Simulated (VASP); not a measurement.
# CdTe (F-43m) in VASP: a series of runs

Runs on CdTe. Level: PBE. Tasks: single point.

Everything below comes from runs of VASP 6.6.1. Logs are shortened: lines on timing, memory, paths and dates and some standing lists are left out, and cuts for length are marked.

**The experiment to reproduce.**

From a printed reference work, data compilation, for a bulk crystal of CdTe at 0 K: band gap 1.607 eV.

How close the calculation comes is told below.

### Step 1. The structure

Symmetry: F-43m, No. 216, cubic system. Conventional cell: a = 6.410 Å, b = 6.410 Å, c = 6.410 Å, α = 90.00°, β = 90.00°, γ = 90.00°. Around Cd (site symmetry -43m) lie 4 Te at 2.78 Å. Te (site symmetry -43m) is surrounded by 4 Cd at 2.78 Å.

### Step 2. Single point, PBE

INCAR

```
SYSTEM = CdTe
PREC = Accurate
ENCUT = 600
EDIFF = 1E-7
ISMEAR = 0
SIGMA = 0.02
LREAL = .False.
LASPH = .True.
NELM = 60
ALGO = Normal
ISIF = 2
LWAVE = .False.
LCHARG = .False.
GGA = PE
```

KPOINTS

```
regular mesh
0
Gamma
  6 6 6
  0 0 0
```

POSCAR

```
CdTe
1.0
    0.0000000000      3.2050000000      3.2050000000
    3.2050000000      0.0000000000      3.2050000000
    3.2050000000      3.2050000000      0.0000000000
Cd Te
1 1
Direct
    0.0000000000      0.0000000000      0.0000000000
    0.2500000000      0.2500000000      0.2500000000
```

Potentials or basis: VASP PAW PBE potentials, release 64 (Cd, Te).

Started as:

```
$ cat potpaw_PBE.64/Cd/POTCAR potpaw_PBE.64/Te/POTCAR > POTCAR
$ mpirun -np 1 vasp_std > vasp.out
```

OUTCAR:

```text
SYSTEM = CdTe
   PREC = Accurate
   ENCUT = 600
   EDIFF = 1E-7
   ISMEAR = 0
   LREAL = .False.
   LASPH = .True.
   NELM = 60
   ISIF = 2
   GGA = PE

 ion  position               nearest neighbor table
   1  0.000  0.000  0.000-   2 2.78   2 2.78   2 2.78   2 2.78
   2  0.250  0.250  0.250-   1 2.78   1 2.78   1 2.78   1 2.78

  LATTYP: Found a face centered cubic cell.
 ALAT       =     6.4100000000

  Lattice vectors:

 A1 = (   0.0000000000,   3.2050000000,   3.2050000000)
 A2 = (   3.2050000000,   0.0000000000,   3.2050000000)
 A3 = (   3.2050000000,   3.2050000000,   0.0000000000)

Analysis of symmetry for initial positions (statically):
=====================================================================
 Subroutine PRICEL returns:
 Original cell was already a primitive cell.

 Routine SETGRP: Setting up the symmetry group for a
 face centered cubic supercell.

 Subroutine GETGRP returns: Found 24 space group operations
 (whereof 24 operations were pure point group operations)
 out of a pool of 48 trial point group operations.

The static configuration has the point symmetry T_d .

Analysis of symmetry for dynamics (positions and initial velocities):
=====================================================================
 Subroutine PRICEL returns:
 Original cell was already a primitive cell.

 Routine SETGRP: Setting up the symmetry group for a
 face centered cubic supercell.

 Subroutine GETGRP returns: Found 24 space group operations
 (whereof 24 operations were pure point group operations)
 out of a pool of 48 trial point group operations.

The dynamic configuration has the point symmetry T_d .

 Subroutine INISYM returns: Found 24 space group operations
 (whereof 24 operations are pure point group operations),
 and found     1 'primitive' translations

----------------------------------------------------------------------------------------

                                     Primitive cell

  volume of cell :      65.8437

  direct lattice vectors                    reciprocal lattice vectors
     0.000000000  3.205000000  3.205000000    -0.156006240  0.156006240  0.156006240
     3.205000000  0.000000000  3.205000000     0.156006240 -0.156006240  0.156006240
     3.205000000  3.205000000  0.000000000     0.156006240  0.156006240 -0.156006240

  length of vectors
     4.532554467  4.532554467  4.532554467     0.270210734  0.270210734  0.270210734

  position of ions in fractional coordinates (direct lattice)
     0.000000000  0.000000000  0.000000000
     0.250000000  0.250000000  0.250000000
[... 78 lines left out ...]
   PSTRESS=    0.0 pullay stress
   NELECT =      18.0000    total number of electrons
   NUPDOWN=      -1.0000    fix difference up-down
   EMIN   =  10.00;   EMAX   =-10.00  energy-range for DOS
   EFERMI =   0.00;   METHOD = LEGACY
   ISMEAR =     0;   SIGMA  =   0.02  broadening in eV -4-tet -1-fermi 0-gaus
   EFERMI_NEDOS =   21; number of points for ismear=-14 and -15
   IALGO  =     38    algorithm
   IMIX   =      4    mixing-type and parameters
     AMIX     =   0.40;   BMIX     =  1.00
     AMIX_MAG =   1.60;   BMIX_MAG =  1.00
  volume/ion in A,a.u.               =      32.92       222.17
  Fermi-wavevector in a.u.,A,eV,Ry     =   1.062497  2.007828 15.359610  1.128899
  Thomas-Fermi vector in A             =   2.197950
   LORBIT       =      0    0 simple, 1 ext, 2 COOP (PROOUT), +10 PAW based schemes
   GGA     = PE    functional components
   LHFCALC =     F    Hartree Fock is set to
   AEXX    =    0.0000 exact exchange contribution
   IVDW    =     0    specifies the selected vdW correction
   LEPSILON=     F    determine dielectric tensor
   LRPA    =     F    only Hartree local field effects (RPA)
 non-spin polarized calculation
 Gauss-broadening in eV      SIGMA  =   0.02
  energy-cutoff  :      600.00
  volume of cell :       65.84
 maximum number of plane-waves:      2215
   NGX = 19   NGY = 19   NGZ = 19

 number of electron      17.9999995 magnetization

 Free energy of the ion-electron system (eV)
  ---------------------------------------------------
  ext. energy  EPLUGINS =         0.00000000
  ---------------------------------------------------
  free energy    TOTEN  =        -4.72081579 eV

  energy without entropy =       -4.72081579  energy(sigma->0) =       -4.72081579

 E-fermi :   2.7689     XC(G=0):  -8.7302

 val. band max:        2.6578733164   @ k =   0.0000   0.0000   0.0000
 cond. band min:       3.5297708721   @ k =   0.0000   0.0000   0.0000
 fundamental gap:      0.8718975557
 Fermi energy:         2.7689053983

 k-point     1 :       0.0000    0.0000    0.0000
  band No.  band energies     occupation
      1      -8.7100      2.00000
      2      -5.7535      2.00000
      3      -5.7535      2.00000
      4      -5.7535      2.00000
      5      -5.4679      2.00000
      6      -5.4679      2.00000
      7       2.6579      2.00000
      8       2.6579      2.00000
      9       2.6579      2.00000
     10       3.5298      0.00000
     11       7.2324      0.00000
     12       7.2324      0.00000
     13       7.2324      0.00000
[... 226 lines left out ...]
  band No.  band energies     occupation
      1      -8.1540      2.00000
      2      -5.6114      2.00000
      3      -5.6072      2.00000
      4      -5.5210      2.00000
      5      -5.4545      2.00000
      6      -4.8657      2.00000
      7      -1.7247      2.00000
      8       0.3124      2.00000
      9       0.3991      2.00000
     10       6.4147      0.00000
     11       6.4237      0.00000
     12       9.4129      0.00000
     13       9.6823      0.00000

------------------------ aborting loop because EDIFF is reached ----------------------------------------

  FORCE on cell =-STRESS in cart. coord.  units (eV):
  Direction    XX          YY          ZZ          XY          YZ          ZX
  --------------------------------------------------------------------------------------
  -------------------------------------------------------------------------------------
  Total        1.7963449      1.7963449      1.7963449     -0.0000000      0.0000000     -0.0000000
  in kB       43.7105438     43.7105438     43.7105438     -0.0000000      0.0000000     -0.0000000
  external PRESSURE =      43.7105438 kB  Pullay stress =       0.0000000 kB

 VOLUME and BASIS-vectors are now :
 -----------------------------------------------------------------------------
  energy-cutoff  :      600.00
  volume of cell :       65.84
      direct lattice vectors                 reciprocal lattice vectors
     0.000000000  3.205000000  3.205000000    -0.156006240  0.156006240  0.156006240
     3.205000000  0.000000000  3.205000000     0.156006240 -0.156006240  0.156006240
     3.205000000  3.205000000  0.000000000     0.156006240  0.156006240 -0.156006240

 POSITION                                       TOTAL-FORCE (eV/Angst)
 -----------------------------------------------------------------------------------
      0.00000      0.00000      0.00000         0.000000     -0.000000     -0.000000
      1.60250      1.60250      1.60250        -0.000000      0.000000      0.000000
 -----------------------------------------------------------------------------------
    total drift:                               -0.000000     -0.000000     -0.000000

  FREE ENERGIE OF THE ION-ELECTRON SYSTEM (eV)
  ---------------------------------------------------
  free  energy   TOTEN  =        -4.7208157929 eV

  energy  without entropy=       -4.7208157929  energy(sigma->0) =       -4.72081579
```

OSZICAR:

```text
N       E                     dE             d eps       ncg     rms          rms(c)
DAV:   1     0.110942200240E+03    0.11094E+03   -0.90347E+03   416   0.135E+03
DAV:   2    -0.437162574674E+00   -0.11138E+03   -0.10708E+03   456   0.289E+02
DAV:   3    -0.490715393813E+01   -0.44700E+01   -0.44463E+01   521   0.613E+01
DAV:   4    -0.495017868696E+01   -0.43025E-01   -0.43020E-01   561   0.526E+00
DAV:   5    -0.495034974313E+01   -0.17106E-03   -0.17106E-03   511   0.284E-01    0.601E+00
DAV:   6    -0.473552570655E+01    0.21482E+00   -0.45947E-01   471   0.932E+00    0.484E+00
DAV:   7    -0.471968667019E+01    0.15839E-01   -0.12585E-01   471   0.268E+00    0.182E+00
DAV:   8    -0.472038806871E+01   -0.70140E-03   -0.11570E-02   421   0.152E+00    0.540E-01
DAV:   9    -0.472070767754E+01   -0.31961E-03   -0.94906E-04   499   0.379E-01    0.135E-01
DAV:  10    -0.472077667025E+01   -0.68993E-04   -0.13493E-04   426   0.118E-01    0.557E-02
DAV:  11    -0.472081753976E+01   -0.40870E-04   -0.84833E-05   444   0.731E-02    0.363E-02
DAV:  12    -0.472081605795E+01    0.14818E-05   -0.39854E-06   487   0.217E-02    0.213E-02
DAV:  13    -0.472081575913E+01    0.29882E-06   -0.72557E-07   456   0.483E-03    0.113E-02
DAV:  14    -0.472081576494E+01   -0.58092E-08   -0.12227E-06   451   0.871E-03    0.626E-03
DAV:  15    -0.472081579294E+01   -0.28003E-07   -0.64554E-08   343   0.261E-03
   1 F= -.47208158E+01 E0= -.47208158E+01  d E =-.645688E-17
```

stdout:

```text
POSCAR found type information on POSCAR CdTe
 POSCAR found :  2 types and       2 ions
 scaLAPACK will be used
 LDA part: xc-table for (Slater+PW92), standard interpolation
 POSCAR, INCAR and KPOINTS ok, starting setup
 FFT: planning ... GRIDC
 FFT: planning ... GRID_SOFT
 FFT: planning ... GRID
 WAVECAR not read
 entering main loop
```

Wall time 8.1 s (1 thread of Intel Xeon 6975P-C (Granite Rapids), shared host); peak memory 0.21 GiB.

What came out:

```yaml
Free_energy: -4.7208 eV
Pressure: 4.4 GPa
Band_gap_on_the_k_mesh: 0.87 eV, direct
```

Caveat: spin-orbit coupling is left out, which moves the levels of the heavy elements.

### Step 3. Single point, PBE

INCAR: that of step 2 with these lines changed.

```diff
@@ -2,3 +2,3 @@
 PREC = Accurate
-ENCUT = 600
+ENCUT = 700
 EDIFF = 1E-7
```

KPOINTS is that of step 2.

POSCAR is that of step 2.

Potentials or basis: VASP PAW PBE potentials, release 64 (Cd, Te).

Started as:

```
$ cat potpaw_PBE.64/Cd/POTCAR potpaw_PBE.64/Te/POTCAR > POTCAR
$ mpirun -np 1 vasp_std > vasp.out
```

Run time: 11 s. Hardware: 1 thread of Intel Xeon 6975P-C (Granite Rapids), shared host; peak memory 0.24 GiB.

Results (log left out):

```yaml
Free_energy: -4.7210 eV
Pressure: 4.4 GPa
Band_gap_on_the_k_mesh: 0.87 eV, direct
```

Levels at points of the mesh, in eV from the valence-band top:
```tsv
k point	band 6	band 7	band 8	band 9	band 10	band 11	band 12	band 13
(0.00, 0.00, 0.00)	-8.13	0.00	0.00	0.00	0.87	4.57	4.57	4.57
(0.50, 0.00, 0.00)	-7.75	-4.62	-0.83	-0.83	1.85	5.17	5.17	7.10
(0.50, 0.50, 0.00)	-7.59	-4.47	-1.98	-1.98	2.53	2.66	9.03	9.30
```

Caveat: spin-orbit coupling is left out, which moves the levels of the heavy elements.

### Step 4. Against experiment

Step 2. Against the measured gap of CdTe, 1.607 eV (0 K; a printed reference work, data compilation), the calculated 0.87 eV is off by -0.74 eV. Spin-orbit coupling on Cd, Te is left out. The value is that of PBE, without temperature or zero-point motion. Semilocal functionals fall short of measured gaps as a rule.

Step 3. Measured gap of CdTe: 1.607 eV (0 K; a printed reference work, data compilation). This calculation gives 0.87 eV (-0.74 eV). Spin-orbit coupling on Cd, Te is left out. The value is that of PBE, without temperature or zero-point motion. Semilocal functionals fall short of measured gaps as a rule.
